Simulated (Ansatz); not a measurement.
## Σ9 (221) boundary in fcc Au with Si (substitutional): structure and resistance

Wanted: what the Σ9 (221) boundary in fcc Au with Si (substitutional) costs an interconnect.

Calculated with Ansatz 0.2.0; Ansatz plane-wave DFT, PBE, PAW files; relaxation of a bicrystal slab with its lowest layers held; PAW set soft_1, in the first sound run; inputs show where later runs differ.

## (1) Set-up

The cell holds 28 atoms: 27 Au and 1 Si. Cell: a = 2.884 Å, b = 8.651 Å, c = 30.032 Å, α = 90.0°, β = 90.0°, γ = 90.0°. It derives from Au. built on the (2 2 1) plane; 2 overlapping atoms removed and the grains opened by 0 Å. Vacuum lies along c.

## (2) Relaxing the bicrystal

The boundary is built by mirroring the lower grain in the boundary plane and removing any atoms that overlap; then the Si is put in at the boundary. A thin bicrystal slab is relaxed first, with the lowest layers held and the upper grain free to shift and open.

input.yaml reads:

```yaml
crystal:
  lattice:
    - [2.8837582304, 0.0, 0.0]
    - [0.0, 8.6512746911, 0.0]
    - [0.0, 0.0, 30.0318333324]
  atoms:
    - { symbol: Au, position: [0.0, 0.6666666667, 0.1664900023] }
    - { symbol: Au, position: [0.5, 0.9444444445, 0.1891229307] }
    - { symbol: Au, position: [0.0, 0.2222222223, 0.2117558591] }
    - { symbol: Au, position: [0.5, 0.5, 0.2343887875] }
    - { symbol: Au, position: [0.0, 0.7777777778, 0.2570217158] }
    - { symbol: Au, position: [0.5, 0.0555555556, 0.2796546442] }
    - { symbol: Au, position: [0.0, 0.3333333334, 0.3022875726] }
    - { symbol: Au, position: [0.5, 0.6111111111, 0.324920501] }
    - { symbol: Au, position: [0.0, 0.8888888889, 0.3475534294] }
    - { symbol: Au, position: [0.5, 0.1666666667, 0.3701863578] }
    - { symbol: Au, position: [0.0, 0.4444444445, 0.3928192862] }
    - { symbol: Au, position: [0.5, 0.7222222222, 0.4154522146] }
    - { symbol: Si, position: [0.0, 0.0, 0.438085143] }
    - { symbol: Au, position: [0.0, 0.4444444445, 0.4833509998] }
    - { symbol: Au, position: [0.5, 0.1666666667, 0.5059839282] }
    - { symbol: Au, position: [0.0, 0.8888888889, 0.5286168566] }
    - { symbol: Au, position: [0.5, 0.6111111111, 0.5512497849] }
    - { symbol: Au, position: [0.0, 0.3333333334, 0.5738827133] }
    - { symbol: Au, position: [0.5, 0.0555555556, 0.5965156417] }
    - { symbol: Au, position: [0.0, 0.7777777778, 0.6191485701] }
    - { symbol: Au, position: [0.5, 0.5, 0.6417814985] }
    - { symbol: Au, position: [0.0, 0.2222222223, 0.6644144269] }
    - { symbol: Au, position: [0.5, 0.9444444445, 0.6870473553] }
    - { symbol: Au, position: [0.0, 0.6666666667, 0.7096802837] }
    - { symbol: Au, position: [0.5, 0.3888888889, 0.7323132121] }
    - { symbol: Au, position: [1.0, 0.1111111112, 0.7549461405] }
    - { symbol: Au, position: [0.5, 0.8333333334, 0.7775790689] }
    - { symbol: Au, position: [0.0, 0.5555555556, 0.8002119973] }
kpoints:
  mp_grid: { grid: [8, 3, 1] }
hamiltonian:
  xc: pbe
  pseudopotentials: { kind: paw, azcp: { folder: soft_1 } }
scf:
  occupations: { method: fermi_dirac, width: 0.1 }
relax:
  f_tol: 0.03
  max_steps: 80
  constraints: [{ sites: [0, 1, 2, 3, 4] }]
```

Command:

```bash
> ansatz run input.yaml --threads 8 --pin off --max-ram 15360MiB --backend cpu --events-out ev --progress --plain --runs-dir out
```

Numbers of over 12 decimals in the logs are rounded to 6 here.

What it wrote:

```text
Engine: ansatz 0.2.0, aarch64-unknown-linux-gnu
Pseudopotentials: kind: paw
Pseudopotential: Au, paw, valence charge 19, recommended cutoff 420 eV (normal), soft_1/Au.paw.azcp
Pseudopotential: Si, paw, valence charge 4, recommended cutoff 420 eV (normal), soft_1/Si.paw.azcp
Functional definition: PBE
  parameter kappa = 0.804
  parameter beta = 0.066725
  exchange = pbe_x(kappa = kappa, mu = beta*pi^2/3)
  correlation = pbe_c(beta = beta)
Crystal: 28 atoms, lattice volume = 749.240 Å³
Basis set: ecut = 420 eV, 14629 PW (Γ), exchange–correlation on 40×120×432 points (8 copies of the dense FFT grid, shifted against one another)
Bands: 311, of which v1, the nominal top of the filled ones, is band 259 counted from 1 (258 counted from 0)
Symmetry: 2 space group operations
Space group: Pm (ITA 6), of the structure as read, at distance tolerance 9.1e-5 Å
k-points: 10 of 24 (time reversal used)
Non-local potential: Au, projectors of the file, l = 0: 3, l = 1: 2, l = 2: 2, l = 3: 1
Non-local potential: Si, projectors of the file, l = 0: 2, l = 1: 2, l = 2: 1
PAW form: soft (Blöchl's): semilocal exchange-correlation on the pseudo side does not see the compensation charge
PAW one-centre angular grid: Au, 590 points (default); XC on 64 Gauss nodes
PAW one-centre angular grid: Si, 110 points (default); XC on 64 Gauss nodes
Initial density: superposition of atomic densities (neutral atoms: chi_scale 0, normalization atom)
Initial wavefunctions: pseudopotential atomic-orbital guess
Functional: x = pbe(κ = 0.804, μ = 0.219515), c = pbe(β = 0.066725)
SCF iter   1: F=—  HF=-355721.562511 eV  |F-HF|=—  |Δ(HF+E_count)|=         —  Δρ=5.44e-2  dr2=3.03e1  ethr=3.10e-3  ⟨swp⟩=6.0  Hψ=11852  notcnv=0  defer=169
preconditioner: auto → LDOS  [metal: Δε(μ)=0.061 eV  Ē_g=8.867 eV  σ=0.100 eV  W_gap=0.15  n_scr=208 (ndim 8)  ℏωp=23.5 eV  f_vac=0.318  D(μ)=10.01/eV (n_scr^D=50)  β→1.0]
SCF iter   2: F=—  HF=-355721.144153 eV  |F-HF|=—  |Δ(HF+E_count)|=   4.18e-1  Δρ=5.50e-2  dr2=2.10e1  ethr=3.10e-3  ⟨swp⟩=3.0  Hψ=6339  notcnv=0  defer=332
SCF iter   3: F=—  HF=-355714.357348 eV  |F-HF|=—  |Δ(HF+E_count)|=    6.79e0  Δρ=5.84e-3  dr2=3.24e-1  ethr=3.10e-3  ⟨swp⟩=2.3  Hψ=5647  notcnv=0  defer=341
SCF iter   4: F=—  HF=-355714.279832 eV  |F-HF|=—  |Δ(HF+E_count)|=   7.75e-2  Δρ=1.37e-3  dr2=3.46e-2  ethr=6.27e-5  ⟨swp⟩=3.2  Hψ=6260  notcnv=0  defer=340
SCF iter   5: F=—  HF=-355714.275077 eV  |F-HF|=—  |Δ(HF+E_count)|=   4.76e-3  Δρ=5.31e-4  dr2=2.06e-3  ethr=6.69e-6  ⟨swp⟩=2.3  Hψ=4754  notcnv=0  defer=340
SCF iter   6: F=—  HF=-355714.275771 eV  |F-HF|=—  |Δ(HF+E_count)|=   6.94e-4  Δρ=1.52e-4  dr2=2.63e-4  ethr=3.98e-7  ⟨swp⟩=2.4  Hψ=4676  notcnv=0  defer=340
SCF iter   7: F=-355714.275772 eV  HF=-355714.275770 eV  |F-HF|=2.02e-6  |Δ(HF+E_count)|=   1.23e-6  Δρ=2.75e-5  dr2=6.31e-6  ethr=4.35e-9  ⟨swp⟩=3.0  Hψ=12387  notcnv=0
SCF 1 converged in 7 iterations: F = -355714.275772 eV  dr2 = 6.31e-6
  greatest PAW one-centre occupation: 1.000 electrons in one spin orbital (limit 2), on the Au atom at site 9 (counted from 0), in its partial waves of l = 0
relax step   1: F+E_penalty+E_count = -355714.27577207 eV  Δ(F+E_penalty+E_count) = +0.000e0 eV  max|allowed force component| = 9.896e-1 eV/Å  Δτ_max = 0.0000 Å  (7 SCF iters, dr2 threshold 2.25e-5 eV, accepted)
Initial density: handed on by an earlier stage of this run
Initial wavefunctions: those handed on with the density
iter 1 solved again at ethr=8.26e-5 eV; its pass at ethr=3.10e-3 eV (dr2=4.27e-1 eV) is discarded
SCF iter   1: F=—  HF=-355715.030056 eV  |F-HF|=—  |Δ(HF+E_count)|=         —  Δρ=5.94e-3  dr2=3.81e-1  ethr=8.26e-5  ⟨swp⟩=2.0  Hψ=11528  notcnv=0  defer=341
preconditioner: auto → LDOS  [metal: Δε(μ)=0.072 eV  Ē_g=9.313 eV  σ=0.100 eV  W_gap=0.17  n_scr=208 (ndim 8)  ℏωp=23.5 eV  f_vac=0.312  D(μ)=10.45/eV (n_scr^D=54)  β→1.0]
SCF iter   2: F=—  HF=-355715.039117 eV  |F-HF|=—  |Δ(HF+E_count)|=   9.06e-3  Δρ=3.78e-3  dr2=3.37e-1  ethr=7.36e-5  ⟨swp⟩=2.2  Hψ=5266  notcnv=0  defer=341
SCF iter   3: F=—  HF=-355714.970298 eV  |F-HF|=—  |Δ(HF+E_count)|=   6.88e-2  Δρ=8.43e-4  dr2=8.88e-3  ethr=6.52e-5  ⟨swp⟩=2.1  Hψ=4773  notcnv=0  defer=341
SCF iter   4: F=—  HF=-355714.968357 eV  |F-HF|=—  |Δ(HF+E_count)|=   1.94e-3  Δρ=2.47e-4  dr2=9.86e-4  ethr=1.72e-6  ⟨swp⟩=2.7  Hψ=5699  notcnv=0  defer=342
SCF iter   5: F=—  HF=-355714.968153 eV  |F-HF|=—  |Δ(HF+E_count)|=   2.04e-4  Δρ=6.25e-5  dr2=5.54e-5  ethr=1.91e-7  ⟨swp⟩=2.4  Hψ=4496  notcnv=0  defer=342
SCF iter   6: F=-355714.968146 eV  HF=-355714.968149 eV  |F-HF|=2.50e-6  |Δ(HF+E_count)|=   4.02e-6  Δρ=1.93e-5  dr2=5.25e-6  ethr=1.07e-8  ⟨swp⟩=4.0  Hψ=9816  notcnv=0
SCF 2 converged in 6 iterations: F = -355714.968146 eV  dr2 = 5.25e-6
  greatest PAW one-centre occupation: 1.000 electrons in one spin orbital (limit 2), on the Au atom at site 11 (counted from 0), in its partial waves of l = 0
relax step   2: F+E_penalty+E_count = -355714.96814610 eV  Δ(F+E_penalty+E_count) = -6.924e-1 eV  max|allowed force component| = 4.906e-1 eV/Å  Δτ_max = 0.1948 Å  (6 SCF iters, dr2 threshold 6.12e-5 eV, accepted)
SCF iter   1: F=—  HF=-355715.366592 eV  |F-HF|=—  |Δ(HF+E_count)|=         —  Δρ=5.75e-3  dr2=4.76e-1  ethr=6.20e-4  ⟨swp⟩=5.0  Hψ=7110  notcnv=0  defer=336
preconditioner: auto → LDOS  [metal: Δε(μ)=0.094 eV  Ē_g=9.289 eV  σ=0.100 eV  W_gap=0.22  n_scr=208 (ndim 8)  ℏωp=23.5 eV  f_vac=0.311  D(μ)=10.32/eV (n_scr^D=50)  β→1.0]
SCF iter   2: F=—  HF=-355715.355456 eV  |F-HF|=—  |Δ(HF+E_count)|=   1.11e-2  Δρ=3.72e-3  dr2=3.07e-1  ethr=9.22e-5  ⟨swp⟩=2.4  Hψ=6088  notcnv=0  defer=334
SCF iter   3: F=—  HF=-355715.297097 eV  |F-HF|=—  |Δ(HF+E_count)|=   5.84e-2  Δρ=8.97e-4  dr2=1.17e-2  ethr=5.94e-5  ⟨swp⟩=2.3  Hψ=5245  notcnv=0  defer=334
SCF iter   4: F=—  HF=-355715.293919 eV  |F-HF|=—  |Δ(HF+E_count)|=   3.18e-3  Δρ=2.57e-4  dr2=1.20e-3  ethr=2.26e-6  ⟨swp⟩=3.0  Hψ=6517  notcnv=0  defer=332
SCF iter   5: F=—  HF=-355715.293738 eV  |F-HF|=—  |Δ(HF+E_count)|=   1.81e-4  Δρ=8.78e-5  dr2=1.50e-4  ethr=2.33e-7  ⟨swp⟩=2.1  Hψ=4347  notcnv=0  defer=332
SCF iter   6: F=-355715.293717 eV  HF=-355715.293720 eV  |F-HF|=3.10e-6  |Δ(HF+E_count)|=   1.81e-5  Δρ=2.13e-5  dr2=5.56e-6  ethr=2.91e-9  ⟨swp⟩=3.1  Hψ=11557  notcnv=0
SCF 3 converged in 6 iterations: F = -355715.293717 eV  dr2 = 5.56e-6
relax step   3: F+E_penalty+E_count = -355715.29371656 eV  Δ(F+E_penalty+E_count) = -3.256e-1 eV  max|allowed force component| = 2.782e-1 eV/Å  Δτ_max = 0.1966 Å  (6 SCF iters, dr2 threshold 1.50e-5 eV, accepted)
[...]
relax step   4: F+E_penalty+E_count = -355715.39423970 eV  Δ(F+E_penalty+E_count) = -1.005e-1 eV  max|allowed force component| = 2.957e-1 eV/Å  Δτ_max = 0.2000 Å  (6 SCF iters, dr2 threshold 1.90e-5 eV, accepted)
[...]
relax step   5: F+E_penalty+E_count = -355715.44177463 eV  Δ(F+E_penalty+E_count) = -4.753e-2 eV  max|allowed force component| = 7.279e-2 eV/Å  Δτ_max = 0.2000 Å  (6 SCF iters, dr2 threshold 2.81e-5 eV, accepted)
[...]
relax step   6: F+E_penalty+E_count = -355715.44166706 eV  Δ(F+E_penalty+E_count) = +1.076e-4 eV  max|allowed force component| = 1.139e-1 eV/Å  Δτ_max = 0.1400 Å  (8 SCF iters, rejected (line search))
[...]
relax step   7: F+E_penalty+E_count = -355715.44177966 eV  Δ(F+E_penalty+E_count) = -5.032e-6 eV  max|allowed force component| = 7.290e-2 eV/Å  Δτ_max = 0.0000 Å  (8 SCF iters, accepted)
[...]
relax step   8: F+E_penalty+E_count = -355715.44187043 eV  Δ(F+E_penalty+E_count) = -9.077e-5 eV  max|allowed force component| = 1.130e-1 eV/Å  Δτ_max = 0.1405 Å  (8 SCF iters, accepted)
[...]
relax step   9: F+E_penalty+E_count = -355715.45110469 eV  Δ(F+E_penalty+E_count) = -9.234e-3 eV  max|allowed force component| = 8.355e-3 eV/Å  Δτ_max = 0.0579 Å  (5 SCF iters, dr2 threshold 1.28e-5 eV, accepted)
iter 1 solved again at ethr=1.34e-9 eV; its pass at ethr=3.10e-3 eV (dr2=6.91e-6 eV) is discarded
SCF iter   1: F=—  HF=-355715.451030 eV  |F-HF|=—  |Δ(HF+E_count)|=         —  Δρ=2.19e-5  dr2=6.91e-6  ethr=1.34e-9  ⟨swp⟩=1.7  Hψ=7317  notcnv=0  defer=330
preconditioner: auto → LDOS  [metal: Δε(μ)=0.031 eV  Ē_g=9.224 eV  σ=0.100 eV  W_gap=0.08  n_scr=208 (ndim 8)  ℏωp=23.5 eV  f_vac=0.304  D(μ)=10.38/eV (n_scr^D=54)  β→1.0]
SCF iter   2: F=—  HF=-355715.451111 eV  |F-HF|=—  |Δ(HF+E_count)|=   8.09e-5  Δρ=2.04e-5  dr2=5.47e-6  ethr=1.34e-9  ⟨swp⟩=2.1  Hψ=5167  notcnv=0  defer=330
SCF iter   3: F=—  HF=-355715.451109 eV  |F-HF|=—  |Δ(HF+E_count)|=   1.49e-6  Δρ=3.56e-6  dr2=2.41e-7  ethr=1.06e-9  ⟨swp⟩=2.0  Hψ=5169  notcnv=0  defer=330
SCF iter   4: F=-355715.451109 eV  HF=-355715.451109 eV  |F-HF|=1.82e-8  |Δ(HF+E_count)|=   5.65e-9  Δρ=1.18e-6  dr2=2.33e-8  ethr=1.93e-11  ⟨swp⟩=5.0  Hψ=9996  notcnv=0
SCF 10 converged in 4 iterations: F = -355715.451109 eV  dr2 = 2.33e-8
relax step  10: F+E_penalty+E_count = -355715.45110918 eV  Δ(F+E_penalty+E_count) = -4.482e-6 eV  max|allowed force component| = 8.662e-3 eV/Å  Δτ_max = 0.0000 Å  (4 SCF iters, accepted)
SCF converged after 4 iterations
Free energy (F): -355715.451109 eV
Harris-Foulkes:  -355715.451109 eV  (|F-HF|=1.82e-8)
Internal energy: -355715.117028 eV  (E = F + TS)
E sigma→0 (E₀):  -355715.284069 eV
Entropy (-TS):   -0.334081 eV (-11.931 meV/atom)
Fermi energy:    10.933644 eV
--- Per-component energies (eV) ---
  E_band       = -10426.789761
  E_kinetic    = 15628.004203
  E_local      = -540765.670834  (includes V_loc(G=0)·N_el)
  E_nonlocal   = 2668.074411
  E_hartree    = 264917.629075
  E_xc         = -5856.684145
  E_vxc        = -7089.227285  (∫ρ·V_xc dr)
  E_paw        = -263266.509051  (= ΣΔE_a)
  E_vpaw       = -10703.265911  (= ΣTr[D̂ρ^β])
  E_aug_tail   = 0.044535  (compensation charges beyond the density's cutoff)
  E_ewald      = 170959.994778
  E_smearing   = -0.334081  (= −TS)
  E_closure    = -0.000000  (closes the sum)
  Σ components = -355715.451109   (vs F -355715.451109, Δ=0.00e0)
--- Forces (eV/Å), atoms counted from 1 ---
  atom   1  Au     0.00000000     0.11317805    -0.04945692
  atom   2  Au     0.00000000     0.39133544    -0.22366456
  atom   3  Au    -0.00000000    -0.18843276     0.09665055
  atom   4  Au    -0.00000000    -0.61200763    -0.26013210
  atom   5  Au     0.00000000     0.29929671     0.42219938
  atom   6  Au     0.00000000     0.00125211    -0.00403072
  atom   7  Au    -0.00000000     0.00157395     0.00140434
  atom   8  Au    -0.00000000     0.00024673    -0.00202834
  atom   9  Au     0.00000000     0.00305543     0.00535878
  atom  10  Au     0.00000000     0.00139194     0.00632843
  atom  11  Au    -0.00000000     0.00866183    -0.00641218
  atom  12  Au     0.00000000     0.00772075    -0.00156038
  atom  13  Si     0.00000000    -0.00519911    -0.00504376
  atom  14  Au    -0.00000000    -0.00416599     0.00053825
  atom  15  Au     0.00000000    -0.00561765    -0.00110918
  atom  16  Au    -0.00000000    -0.00103817     0.00635621
  atom  17  Au    -0.00000000    -0.00002830     0.00065337
  atom  18  Au     0.00000000     0.00189158     0.00138871
  atom  19  Au    -0.00000000    -0.00074033     0.00226738
  atom  20  Au    -0.00000000     0.00223939     0.00027287
  atom  21  Au     0.00000000    -0.00255910     0.00339446
  atom  22  Au     0.00000000    -0.00175301     0.00081889
  atom  23  Au    -0.00000000     0.00209485     0.00142461
  atom  24  Au     0.00000000    -0.00354673     0.00024185
  atom  25  Au    -0.00000000    -0.00496129    -0.00115738
  atom  26  Au    -0.00000000     0.00095865     0.00093811
  atom  27  Au     0.00000000    -0.00469184     0.00157128
  atom  28  Au     0.00000000    -0.00016279     0.00266805
  max |Σ_I F_I| component: 1.20e-4 eV/Å
--- Relaxed structure (10 steps of the walk, 9 accepted, 0 SCFs on fresh bases) ---
  F+E_penalty+E_count = -355715.45110918 eV   max|allowed force component| = 8.662e-3 eV/Å
  atoms:
    - { symbol: Au, position: [0.0, 0.666667, 0.1664900023] }
    - { symbol: Au, position: [0.5, 0.944444, 0.189123] }
    - { symbol: Au, position: [0.0, 0.222222, 0.211756] }
    - { symbol: Au, position: [0.5, 0.500000, 0.2343887875] }
    - { symbol: Au, position: [0.0, 0.777778, 0.257022] }
    - { symbol: Au, position: [0.5, 0.052182, 0.287499] }
    - { symbol: Au, position: [0, 0.333370, 0.308517] }
    - { symbol: Au, position: [0.5, 0.625903, 0.326252] }
    - { symbol: Au, position: [7.203444794043473e-19, 0.891052, 0.360399] }
    - { symbol: Au, position: [0.5, 0.184288, 0.386412] }
    - { symbol: Au, position: [1.0944618524036164e-17, 0.477305, 0.395855] }
    - { symbol: Au, position: [0.5, 0.746414, 0.440676] }
    - { symbol: Si, position: [3.565716472380344e-18, 0.010706, 0.440317] }
    - { symbol: Au, position: [1.3511959369610938e-17, 0.485013, 0.485804] }
    - { symbol: Au, position: [0.5, 0.189470, 0.492627] }
    - { symbol: Au, position: [3.094623570907389e-18, 0.898180, 0.521063] }
    - { symbol: Au, position: [0.5, 0.633611, 0.556121] }
    - { symbol: Au, position: [7.089568982864065e-19, 0.335462, 0.570443] }
    - { symbol: Au, position: [0.5, 0.058314, 0.594366] }
    - { symbol: Au, position: [3.600372974373595e-18, 0.788588, 0.624882] }
    - { symbol: Au, position: [0.5, 0.489801, 0.644204] }
    - { symbol: Au, position: [-3.1580689366599458e-18, 0.212740, 0.667932] }
    - { symbol: Au, position: [0.5, 0.939072, 0.696143] }
    - { symbol: Au, position: [-5.094895533926645e-18, 0.651370, 0.713798] }
    - { symbol: Au, position: [0.5, 0.364872, 0.743094] }
    - { symbol: Au, position: [1.0, 0.098095, 0.769628] }
    - { symbol: Au, position: [0.5, 0.832320, 0.793201] }
    - { symbol: Au, position: [2.4311345121658204e-19, 0.556285, 0.804643] }
```

Elapsed: 5.1 min, on 8 threads of Arm Neoverse V2, shared host; peak memory 7.6 GiB.

Step by step:

| step | energy less that of the first step (eV) | largest force component (eV/Å) |
| --- | --- | --- |
| 1 | 0.0000 | 0.9896 |
| 2 | -0.6924 | 0.4906 |
| 3 | -1.0179 | 0.2782 |
| 4 | -1.1185 | 0.2957 |
| 5 | -1.1660 | 0.0728 |
| 6 | -1.1659 | 0.1139 |
| 7 | -1.1660 | 0.0729 |
| 8 | -1.1661 | 0.1130 |
| 9 | -1.1753 | 0.0084 |
| 10 | -1.1753 | 0.0087 |

Relaxation step 6 was tried and not accepted.

The run keeps the 2 symmetry operations that it works with, so distortions that break them were not tested.

The atoms that moved most (Å):

| atom | dx | dy | dz | length |
| --- | --- | --- | --- | --- |
| Au12 | 0.000 | 0.209 | 0.758 | 0.786 |
| Au10 | 0.000 | 0.152 | 0.487 | 0.511 |
| Au27 | 0.000 | -0.009 | 0.469 | 0.469 |
| Au26 | 0.000 | -0.113 | 0.441 | 0.455 |
| Au15 | 0.000 | 0.197 | -0.401 | 0.447 |
| Au9 | 0.000 | 0.019 | 0.386 | 0.386 |
| Au25 | 0.000 | -0.208 | 0.324 | 0.385 |
| Au14 | 0.000 | 0.351 | 0.074 | 0.359 |

Numbers from this step:

```
free energy             : -355715.4511 eV
energy at zero smearing : -355715.2841 eV
Fermi energy            : 10.93 eV
```

The largest force component on a free atom ends at 0.0087 eV/Å, under the tolerance of 0.03, after 10 steps.

(Part 1 of 2 ends here.)

[Logs are printed without paths, hosts, clocks, repeated set-up lines and the standing remarks that a program may print on its own settings, such as how far it seeks lower states.]

[Hosts, paths, dates, database ids (printed as entryN), source tags and the programs' standing remarks are cut or masked in the printed files.]
